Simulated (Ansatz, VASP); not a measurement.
## NaCl in VASP and in Ansatz

```
Na Cl
1.0
     0.00000    2.84709    2.84709
     2.84709    0.00000    2.84709
     2.84709    2.84709    0.00000
Na Cl
1 1
Direct
  0.00000 0.00000 0.00000
  0.50000 0.50000 0.50000
```

Alike in both runs: functional PBE; k mesh 8 × 8 × 8; occupations gaussian, width 0.02 eV; no spin polarisation.

Ansatz relaxed the structure, and its values are those at the end. VASP's run is a single point on that final structure, the one shown.

|  | VASP | Ansatz |
| --- | --- | --- |
| version | VASP 6.6.1 | Ansatz 0.2.0 |
| potentials or method | VASP PAW PBE potentials, release 64 (Na_pv, Cl) | scalar-relativistic, plane waves, PAW |
| plane-wave cutoff (eV) | 520 | 420 |
| valence electrons in the cell | 14 | 16 |

```tsv
	VASP	Ansatz	Ansatz less VASP
gap on the k mesh at the Fermi level (eV)	5.00	5.00	+0.001
least direct gap on the mesh (eV)	5.00	5.00	+0.001
pressure (GPa)	0.0	0.0	+0.03
```

With one functional, cell and mesh, what is left measures potentials, basis and numerics. The two sets of potentials don't hold the same shells in valence.

A k mesh can miss the band edges. A hybrid or GW would open this gap; PBE tends to underestimate it.
